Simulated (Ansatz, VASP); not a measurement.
SnO2 (Cassiterite): VASP beside Ansatz

```
CELL_PARAMETERS angstrom
4.76924 0.00000 0.00000
0.00000 4.76924 0.00000
0.00000 0.00000 3.21200
ATOMIC_POSITIONS crystal
Sn 0.00000 0.00000 0.00000
Sn 0.50000 0.50000 0.50000
O 0.30628 0.30628 0.00000
O 0.19372 0.80628 0.50000
O 0.69372 0.69372 0.00000
O 0.80628 0.19372 0.50000
```

Alike in both runs: functional PBEsol; k mesh 6 × 6 × 8; occupations gaussian, width 0.02 eV; no spin polarisation.

Ansatz relaxed the structure, and its values are those at the end. VASP's run is a single point on that final structure, the one shown.

|  | VASP | Ansatz |
| --- | --- | --- |
| version | VASP 6.6.1 | Ansatz 0.2.0 |
| potentials or method | VASP PAW PBE potentials, release 64 (Sn_d, O) | scalar-relativistic, plane waves, PAW |
| plane-wave cutoff (eV) | 520 | 420 |
| valence electrons in the cell | 52 | 52 |

VASP gave:

```
gap on the k mesh at the Fermi level (eV) : 0.91
least direct gap on the mesh (eV)         : 0.91
pressure (GPa)                            : 0.6
rms of the force components (eV/Å)        : 0.007
```

Problem. What did Ansatz give for the same quantities?

Solution. gap on the k mesh at the Fermi level (eV): 0.92; least direct gap on the mesh (eV): 0.92; pressure (GPa): 0.0; rms of the force components (eV/Å): 0.000.

The functional is the same, so the differences come from potentials, cutoffs and numerics.

Caveats: the PAW data sets were made with another functional, which shifts forces and pressure a little (VASP); spin-orbit coupling is left out, which moves the levels of the heavy elements.
